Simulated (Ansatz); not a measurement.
input.yaml

```yaml
crystal:
  lattice:
    - [0.0, 2.8405659709, 2.8405659709]
    - [2.8405659709, 0.0, 2.8405659709]
    - [2.8405659709, 2.8405659709, 0.0]
  atoms:
    - { symbol: Ge, position: [0.5, 0.5, 0.5] }
    - { symbol: Ge, position: [0.75, 0.75, 0.75] }
basis:
  ecutwfc: 500
kpoints:
  mp_grid: { grid: [14, 14, 14] }
hamiltonian:
  xc: r2scan
scf:
  occupations: { method: gaussian, width: 0.1 }
output:
  forces: true
  stress: true
  eigenvalues: true
```

Run as
```bash
ansatz run input.yaml --threads 1 --pin off --max-ram 1331MiB --backend cpu --events-out ev --progress --plain --runs-dir out
```

Level of theory: DFT r2SCAN, scalar-relativistic, plane waves, PAW (Ansatz).

Abridged output (iterations and final results):

```
SCF iter   1: F=—  HF=-8605.805273 eV  |F-HF|=—  |Δ(HF+E_count)|=         —  Δρ=6.23e-3  dr2=5.55e-3  dr2_τ=4.32e-3  ethr=1.77e-3  ⟨swp⟩=5.8  Hψ=8837  notcnv=0
SCF iter   2: F=—  HF=-8605.813898 eV  |F-HF|=—  |Δ(HF+E_count)|=   8.62e-3  Δρ=1.35e-3  dr2=4.52e-4  dr2_τ=2.02e-5  ethr=1.98e-5  ⟨swp⟩=2.0  Hψ=4576  notcnv=0
SCF iter   3: F=—  HF=-8605.813923 eV  |F-HF|=—  |Δ(HF+E_count)|=   2.51e-5  Δρ=9.39e-4  dr2=1.23e-4  dr2_τ=1.65e-6  ethr=1.61e-6  ⟨swp⟩=2.0  Hψ=3087  notcnv=0
SCF iter   4: F=—  HF=-8605.813970 eV  |F-HF|=—  |Δ(HF+E_count)|=   4.67e-5  Δρ=3.54e-5  dr2=2.14e-7  dr2_τ=1.48e-8  ethr=4.39e-7  ⟨swp⟩=2.0  Hψ=2165  notcnv=0
SCF iter   5: F=—  HF=-8605.813970 eV  |F-HF|=—  |Δ(HF+E_count)|=   2.37e-7  Δρ=4.48e-6  dr2=2.64e-9  dr2_τ=2.28e-10  ethr=7.63e-10  ⟨swp⟩=2.0  Hψ=3329  notcnv=0
SCF iter   6: F=-8605.813970 eV  HF=-8605.813970 eV  |F-HF|=1.69e-10  |Δ(HF+E_count)|=   6.13e-9  Δρ=6.68e-7  dr2=1.04e-10  dr2_τ=1.56e-11  ethr=9.42e-12  ⟨swp⟩=1.2  Hψ=5638  notcnv=0
SCF 1 converged in 6 iterations: F = -8605.813970 eV  dr2 = 1.04e-10
SCF converged after 6 iterations
Free energy (F): -8605.813970 eV
Harris-Foulkes:  -8605.813970 eV  (|F-HF|=1.69e-10)
Internal energy: -8605.813964 eV  (E = F + TS)
E sigma→0 (E₀):  -8605.813967 eV
Entropy (-TS):   -0.000005 eV (-0.003 meV/atom)
Fermi energy:    8.390021 eV
--- Per-component energies (eV) ---
  E_band       = -321.683151
  E_kinetic    = 221.855398
  E_local      = -4961.737641  (includes V_loc(G=0)·N_el)
  E_nonlocal   = 839.884313
  E_hartree    = 2178.773307
  E_xc         = -138.139286
  E_vxc        = -135.729901  (∫ρ·V_xc dr)
  E_paw        = -4068.170232  (= ΣΔE_a)
  E_vpaw       = -651.131405  (= ΣTr[D̂ρ^β])
  E_aug_tail   = 0.000035  (compensation charges beyond the density's cutoff)
  E_vtau       = 7.629152  (kinetic-family band-sum trace: ∫τ·v_τ [+ j·A + Jᵃ·Aᵃ] dr)
  E_ewald      = -2676.108326
  E_core_change = -2.171532  (= ΣΔE_core)
  E_smearing   = -0.000005  (= −TS)
--- Forces (eV/Å), atoms counted from 1 ---
  atom   1  Ge     0.00000000     0.00000000     0.00000000
  atom   2  Ge     0.00000000     0.00000000     0.00000000
--- Stress (GPa, compression-positive) ---
       -0.215184       0.000000       0.000000
        0.000000      -0.215184       0.000000
        0.000000       0.000000      -0.215184
  P = ⅓ Tr σ = -0.2152 GPa (-2.152 kbar)
--- Band table (eV; the first three rows and the last of 104) ---
  k-point 0: bands = ["-17.1850", "-17.1850", "-17.1850", "-17.1464", "-17.1464", "-16.9331", "-16.9331", "-16.9331", "-16.9153", "-16.9153", "-4.9887", "8.2143", "8.2143", "8.2143", "8.5374", "10.9355", "10.9355", "10.9355"]
  k-point 1: bands = ["-17.1883", "-17.1883", "-17.1841", "-17.1420", "-17.1420", "-16.9376", "-16.9376", "-16.9341", "-16.9114", "-16.9114", "-4.9239", "6.9695", "8.0846", "8.0846", "9.3347", "11.1092", "11.1092", "11.2465"]
  k-point 2: bands = ["-17.1948", "-17.1948", "-17.1817", "-17.1322", "-17.1322", "-16.9458", "-16.9458", "-16.9369", "-16.9049", "-16.9049", "-4.7312", "5.5020", "7.7865", "7.7865", "9.4637", "11.5098", "11.5098", "12.2663"]
  k-point 103: bands = ["-17.2328", "-17.2328", "-17.0913", "-17.0913", "-17.0353", "-17.0353", "-17.0022", "-17.0022", "-16.8643", "-16.8643", "-0.8544", "-0.8544", "4.2542", "4.2542", "12.2036", "12.2036", "13.9764", "13.9764"]
```

The run converged.